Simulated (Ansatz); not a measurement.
# SiO2: tests of the settings

This session on SiO2 sets out to sweep the functional.

Method: DFT LDA, scalar-relativistic, plane waves, PAW for the base; runs at other levels say so in their headings and inputs, unless a step's input says otherwise, in Ansatz 0.2.0.

1 further run of the same task is left out (set aside as unsound or not needed).

## (1) The system as given

It takes space group I-42d (No. 122, tetragonal). The conventional cell has a = 4.748 Å, b = 4.748 Å, c = 7.488 Å, α = 90.00°, β = 90.00°, γ = 90.00°. Si (site symmetry -4) has 4 O at 1.62 Å in its first shell of neighbours. O (site symmetry 2) is surrounded by 2 Si at 1.62 Å.

Structure file:

```
Si O
1.0
    -2.37405    2.37405    3.74400
     2.37405   -2.37405    3.74400
     2.37405    2.37405   -3.74400
Si O
2 4
Cartesian
  0.0000 0.0000 0.0000
  0.0000 2.3740 1.8720
  1.1870 2.9599 2.8080
  0.5858 1.1870 0.9360
  -1.1870 1.7882 2.8080
  -0.5858 3.5611 0.9360
```

Source of the structure: the Crystallography Open Database. It is taken as it stands there.

## (2) The base input

File input.yaml:

```yaml
crystal:
  lattice:
    - [-2.37405, 2.37405, 3.744]
    - [2.37405, -2.37405, 3.744]
    - [2.37405, 2.37405, -3.744]
  atoms:
    - { symbol: Si, position: [0.0, 0.0, 0.0] }
    - { symbol: Si, position: [0.75, 0.25, 0.5] }
    - { symbol: O, position: [0.99838, 0.625, 0.87338] }
    - { symbol: O, position: [0.375, 0.24838, 0.37338] }
    - { symbol: O, position: [0.75162, 0.125, 0.12662] }
    - { symbol: O, position: [0.875, 0.00162, 0.62662] }
basis:
  ecutwfc: 420
kpoints:
  mp_grid: { grid: [8, 8, 8] }
hamiltonian:
  xc: lda
scf:
  occupations: { method: gaussian, width: 0.02 }
output:
  forces: true
  stress: true
  eigenvalues: true
  populations: true
```

It was run beforehand and gave: -574.2206 eV/atom at zero smearing, pressure -2.94 GPa, largest force 0.288 eV/Å, gap on the mesh 5.82 eV, in 6 SCF cycles and 3.7 s.

## (3) Functional: PBE

input.yaml: that of step 2 with these lines changed.

```diff
@@ -17,3 +17,3 @@
 hamiltonian:
-  xc: lda
+  xc: pbe
 scf:
@@ -24,2 +24 @@
   eigenvalues: true
-  populations: true
```

Launch:

```
$ ansatz run input.yaml --threads 1 --pin off --max-ram 2560MiB --backend cpu --events-out ev --progress --plain --runs-dir out
```

What it wrote:

```text
Warning: RAYON_NUM_THREADS=1 ignored (pool sized by the plan → 1); use --threads N
Engine: ansatz 0.2.0, x86_64-unknown-linux-gnu
Pseudopotentials: kind: paw
Pseudopotential: Si, paw, valence charge 4, recommended cutoff 420 eV (normal), Si.paw.azcp
Pseudopotential: O, paw, valence charge 6, recommended cutoff 420 eV (normal), O.paw.azcp
Functional definition: PBE
  parameter kappa = 0.804
  parameter beta = 0.06672455060314922
  exchange = pbe_x(kappa = kappa, mu = beta*pi^2/3)
  correlation = pbe_c(beta = beta)
Crystal: 6 atoms, lattice volume = 84.406 Å³
Basis set: ecut = 420 eV, 1637 PW (Γ), exchange–correlation on 72×72×72 points (8 copies of the dense FFT grid, shifted against one another)
Bands: 22, of which v1, the nominal top of the filled ones, is band 16 counted from 1 (15 counted from 0)
Symmetry: 8 space group operations
Space group: I-42d (ITA 122), of the structure as read, at distance tolerance 4.4e-5 Å
k-points: 59 of 512 (time reversal used)
Non-local potential: Si, projectors of the file, l = 0: 2, l = 1: 2, l = 2: 2
Non-local potential: O, projectors of the file, l = 0: 2, l = 1: 2, l = 2: 1
PAW form: soft (Blöchl's): semilocal exchange-correlation on the pseudo side does not see the compensation charge
PAW one-centre angular grid: Si, 110 points (default); XC on 64 Gauss nodes
PAW one-centre angular grid: O, 110 points (default); XC on 64 Gauss nodes
Initial density: superposition of atomic densities (neutral atoms: chi_scale 0, normalization atom), corrected by the library's trained network
Initial wavefunctions: pseudopotential atomic-orbital guess
Functional: x = pbe(κ = 0.804, μ = 0.2195149727645171), c = pbe(β = 0.06672455060314922)
SCF iter   1: F=—  HF=-3548.121442 eV  |F-HF|=—  |Δ(HF+E_count)|=         —  Δρ=1.00e-3  dr2=2.25e-4  ethr=1.77e-3  ⟨swp⟩=7.0  Hψ=7718  notcnv=0
preconditioner: auto → none  [insulator: Δε(μ)=6.044 eV  Ē_g=16.703 eV  σ=0.020 eV  W_gap=1.00  n_scr=14 (ndim 8)  ℏωp=22.9 eV  f_vac=0.207  D(μ)=0.00/eV (n_scr^D=0)  ε∞_Penn≈2.9]
SCF iter   2: F=—  HF=-3548.124061 eV  |F-HF|=—  |Δ(HF+E_count)|=   2.62e-3  Δρ=5.77e-4  dr2=9.36e-5  ethr=7.04e-7  ⟨swp⟩=3.0  Hψ=3420  notcnv=0  defer=111
SCF iter   3: F=—  HF=-3548.124451 eV  |F-HF|=—  |Δ(HF+E_count)|=   3.90e-4  Δρ=2.38e-4  dr2=1.72e-5  ethr=2.93e-7  ⟨swp⟩=2.0  Hψ=1953  notcnv=0  defer=52
automatic band count: iteration 3 solves 21 bands in place of 22: the levels show a gap, and the empty bands left out lie too high to hold charge; the band table lists the bands solved (type scf.n_extra_bands for more)
SCF iter   4: F=—  HF=-3548.124539 eV  |F-HF|=—  |Δ(HF+E_count)|=   8.82e-5  Δρ=6.84e-5  dr2=2.35e-6  ethr=5.39e-8  ⟨swp⟩=2.0  Hψ=2131  notcnv=0  defer=52
SCF iter   5: F=—  HF=-3548.124538 eV  |F-HF|=—  |Δ(HF+E_count)|=   4.10e-7  Δρ=2.64e-5  dr2=2.62e-7  ethr=7.36e-9  ⟨swp⟩=2.0  Hψ=1895  notcnv=0  defer=52
SCF iter   6: F=-3548.124538 eV  HF=-3548.124538 eV  |F-HF|=3.33e-9  |Δ(HF+E_count)|=   1.87e-8  Δρ=2.50e-6  dr2=1.91e-9  ethr=3.13e-10  ⟨swp⟩=8.7  Hψ=5736  notcnv=0
SCF 1 converged in 6 iterations: F = -3548.124538 eV  dr2 = 1.91e-9
SCF converged after 6 iterations
Free energy (F): -3548.124538 eV
Harris-Foulkes:  -3548.124538 eV  (|F-HF|=3.33e-9)
Internal energy: -3548.124538 eV  (E = F + TS)
E sigma→0 (E₀):  -3548.124538 eV
Fermi energy:    4.190099 eV
--- Per-component energies (eV) ---
  E_band       = -171.150519
  E_kinetic    = 804.758079
  E_local      = -2198.285709  (includes V_loc(G=0)·N_el)
  E_nonlocal   = 240.437138
  E_hartree    = 804.618013
  E_xc         = -408.700313
  E_vxc        = -474.377651  (∫ρ·V_xc dr)
  E_paw        = -1662.261859  (= ΣΔE_a)
  E_vpaw       = -152.928329  (= ΣTr[D̂ρ^β])
  E_aug_tail   = 0.010394  (compensation charges beyond the density's cutoff)
  E_ewald      = -1128.700283
  E_smearing   = -0.000000  (= −TS)
  E_closure    = -0.000000  (closes the sum)
  Σ components = -3548.124538   (vs F -3548.124538, Δ=0.00e0)
--- Forces (eV/Å), atoms counted from 1 ---
  atom   1  Si     0.00000000    -0.00000000     0.00000000
  atom   2  Si     0.00000000     0.00000000     0.00000000
  atom   3  O     -0.00000000     0.13071459    -0.00000000
  atom   4  O      0.13071459    -0.00000000    -0.00000000
  atom   5  O     -0.00000000    -0.13071459    -0.00000000
  atom   6  O     -0.13071459     0.00000000     0.00000000
  max |Σ_I F_I| component: 2.78e-17 eV/Å
--- Stress (GPa, compression-positive) ---
        4.177866       0.000000      -0.000000
        0.000000       4.177866       0.000000
        0.000000       0.000000       2.218593
  P = ⅓ Tr σ = 3.5248 GPa (35.248 kbar)
--- Band table (eV; the first three rows and the last of 59) ---
  k-point 0: bands = ["-17.9111", "-15.7963", "-15.7780", "-15.7780", "-7.5967", "-4.0694", "-4.0694", "-3.8009", "-1.2810", "-0.8263", "-0.1703", "-0.1703", "-0.1365", "0.1218", "1.1684", "1.1684", "7.2118", "9.9085", "12.5238", "12.5238", "12.6118"]
  k-point 1: bands = ["-17.8428", "-15.8822", "-15.8017", "-15.7881", "-7.4508", "-4.2362", "-3.9946", "-3.6929", "-1.3416", "-0.7618", "-0.4164", "-0.2042", "-0.1608", "0.2397", "1.1385", "1.1422", "7.5819", "10.1538", "11.8864", "12.3963", "12.7188"]
  k-point 2: bands = ["-17.6448", "-16.1575", "-15.8213", "-15.8123", "-7.0455", "-4.6076", "-3.7949", "-3.5239", "-1.4848", "-0.8362", "-0.6350", "-0.4163", "-0.0868", "0.4179", "1.0692", "1.0714", "8.5183", "10.7694", "11.3438", "11.9563", "12.5824"]
  k-point 58: bands = ["-16.9923", "-16.9923", "-15.8117", "-15.8117", "-5.5714", "-5.5714", "-3.4764", "-3.4764", "-1.1788", "-1.1788", "-0.7473", "-0.7473", "-0.3290", "-0.3290", "1.0650", "1.0650", "10.2285", "10.2285", "10.8999", "10.8999", "13.4095"]
```

It took 3 s on 1 thread of AMD EPYC 9R45 (Zen 5), shared host; peak memory 0.4 GiB.

Result: -591.3541 eV/atom at zero smearing, pressure 3.52 GPa, largest force 0.131 eV/Å and a gap of 6.04 eV on the mesh.

## (4) Functional: PBEsol

input.yaml: that of step 3 with these lines changed.

```diff
@@ -17,3 +17,3 @@
 hamiltonian:
-  xc: pbe
+  xc: pbesol
 scf:
```

Launch:

```
$ ansatz run input.yaml --threads 1 --pin off --max-ram 2560MiB --backend cpu --events-out ev --progress --plain --runs-dir out
```

What it wrote, shortened:

```text
Warning: RAYON_NUM_THREADS=1 ignored (pool sized by the plan → 1); use --threads N
[...]
Pseudopotentials: kind: paw
Pseudopotential: Si, paw, valence charge 4, recommended cutoff 420 eV (normal), Si.paw.azcp
Pseudopotential: O, paw, valence charge 6, recommended cutoff 420 eV (normal), O.paw.azcp
Functional definition: PBEsol
[...]
Crystal: 6 atoms, lattice volume = 84.406 Å³
Basis set: ecut = 420 eV, 1637 PW (Γ), exchange–correlation on 72×72×72 points (8 copies of the dense FFT grid, shifted against one another)
Bands: 22, of which v1, the nominal top of the filled ones, is band 16 counted from 1 (15 counted from 0)
Symmetry: 8 space group operations
Space group: I-42d (ITA 122), of the structure as read, at distance tolerance 4.4e-5 Å
k-points: 59 of 512 (time reversal used)
[...]
SCF iter   1: F=—  HF=-3493.215082 eV  |F-HF|=—  |Δ(HF+E_count)|=         —  Δρ=1.04e-2  dr2=6.83e-2  ethr=1.77e-3  ⟨swp⟩=7.0  Hψ=7729  notcnv=0
[...]
SCF iter   6: F=-3493.197603 eV  HF=-3493.197603 eV  |F-HF|=2.38e-9  |Δ(HF+E_count)|=   1.07e-7  Δρ=1.54e-6  dr2=9.14e-10  ethr=3.13e-10  ⟨swp⟩=9.0  Hψ=5684  notcnv=0
[...]
SCF converged after 6 iterations
Free energy (F): -3493.197603 eV
[...]
E sigma→0 (E₀):  -3493.197603 eV
Fermi energy:    4.074289 eV
[...]
--- Forces (eV/Å), atoms counted from 1 ---
  atom   1  Si    -0.00000000    -0.00000000     0.00000000
  atom   2  Si     0.00000000     0.00000000     0.00000000
  atom   3  O     -0.00000000    -0.00629321     0.00000000
  atom   4  O     -0.00629321     0.00000000     0.00000000
  atom   5  O     -0.00000000     0.00629321    -0.00000000
  atom   6  O      0.00629321     0.00000000    -0.00000000
[...]
--- Stress (GPa, compression-positive) ---
        1.759532       0.000000      -0.000000
        0.000000       1.759532       0.000000
       -0.000000       0.000000      -0.280808
  P = ⅓ Tr σ = 1.0794 GPa (10.794 kbar)
--- Band table (eV; the first three rows and the last of 59) ---
[... band rows left out ...]
[...]
```

Wall time 3 s (1 thread of AMD EPYC 9R45 (Zen 5), shared host); peak memory 0.4 GiB.

This run gives -582.1996 eV/atom at zero smearing, pressure 1.08 GPa, largest force 0.006 eV/Å and a gap of 5.97 eV on the mesh.

## (5) Functional: r2SCAN

input.yaml: that of step 4 with these lines changed.

```diff
@@ -13,3 +13,3 @@
 basis:
-  ecutwfc: 420
+  ecutwfc: 500
 kpoints:
@@ -17,3 +17,3 @@
 hamiltonian:
-  xc: pbesol
+  xc: r2scan
 scf:
```

Launch:

```
$ ansatz run input.yaml --threads 1 --pin off --max-ram 2560MiB --backend cpu --events-out ev --progress --plain --runs-dir out
```

What it wrote, shortened:

```text
Warning: RAYON_NUM_THREADS=1 ignored (pool sized by the plan → 1); use --threads N
[...]
Pseudopotentials: kind: paw
Pseudopotential: Si, paw, valence charge 4, recommended cutoff 500 eV (meta_gga), Si.paw.azcp
Pseudopotential: O, paw, valence charge 6, recommended cutoff 500 eV (meta_gga), O.paw.azcp
Functional definition: r2SCAN
[...]
Crystal: 6 atoms, lattice volume = 84.406 Å³
Basis set: ecut = 500 eV, 2141 PW (Γ), exchange–correlation on 160×160×160 points (64 copies of the dense FFT grid, shifted against one another)
Bands: 22, of which v1, the nominal top of the filled ones, is band 16 counted from 1 (15 counted from 0)
Symmetry: 8 space group operations
Space group: I-42d (ITA 122), of the structure as read, at distance tolerance 4.4e-5 Å
k-points: 59 of 512 (time reversal used)
[...]
SCF iter   1: F=—  HF=-3559.947767 eV  |F-HF|=—  |Δ(HF+E_count)|=         —  Δρ=7.33e-3  dr2=4.61e-2  dr2_τ=5.21e-1  ethr=1.77e-3  ⟨swp⟩=7.1  Hψ=7781  notcnv=0
[...]
SCF iter   6: F=-3560.111741 eV  HF=-3560.111741 eV  |F-HF|=1.22e-8  |Δ(HF+E_count)|=   6.30e-7  Δρ=9.85e-6  dr2=5.36e-8  dr2_τ=2.53e-9  ethr=3.13e-10  ⟨swp⟩=10.1  Hψ=6454  notcnv=0
[...]
SCF converged after 6 iterations
Free energy (F): -3560.111741 eV
[...]
E sigma→0 (E₀):  -3560.111741 eV
Fermi energy:    4.053971 eV
[...]
--- Forces (eV/Å), atoms counted from 1 ---
  atom   1  Si     0.00000000    -0.00000000     0.00000000
  atom   2  Si     0.00000000     0.00000000     0.00000000
  atom   3  O     -0.00000000    -0.19265207     0.00000000
  atom   4  O     -0.19265207     0.00000000     0.00000000
  atom   5  O     -0.00000000     0.19265207    -0.00000000
  atom   6  O      0.19265207     0.00000000    -0.00000000
[...]
--- Stress (GPa, compression-positive) ---
       -0.637494      -0.000000       0.000000
        0.000000      -0.637494       0.000000
       -0.000000       0.000000      -2.680909
  P = ⅓ Tr σ = -1.3186 GPa (-13.186 kbar)
--- Band table (eV; the first three rows and the last of 59) ---
[... band rows left out ...]
[...]
```

Run time: 6.6 s. Hardware: 1 thread of AMD EPYC 9R45 (Zen 5), shared host; peak memory 0.65 GiB.

Result: -593.3520 eV/atom at zero smearing, pressure -1.32 GPa, largest force 0.193 eV/Å and a gap of 6.70 eV on the mesh.

## (6) What the functional changes

The atoms stay where they are; pressure is positive in compression.

```
functional   mesh  cutoff (eV)  gap on the mesh (eV)  pressure (GPa)  largest force (eV/Å)  CPU time  time against the first
       LDA  8×8×8          420                  5.82            -2.9                 0.288     3.7 s                       1
       PBE  8×8×8          420                  6.04             3.5                 0.131       3 s                     0.8
    PBEsol  8×8×8          420                  5.97             1.1                 0.006       3 s                     0.8
    r2SCAN  8×8×8          500                  6.70            -1.3                 0.193     6.6 s                     1.8
```

Times: CPU seconds on a shared machine, a rough guide.

## (7) Outcome

| quantity | value |
| --- | --- |
| gap on the mesh (eV) by functional | LDA: 5.82; PBE: 6.04; PBEsol: 5.97; r2SCAN: 6.70 |

What this shows: The gap on the mesh runs from 5.82 eV (LDA) to 6.70 eV (r2SCAN). Pressures at the fixed cell order as LDA, r2SCAN, PBEsol, PBE, and so would the relaxed volumes, smallest first.
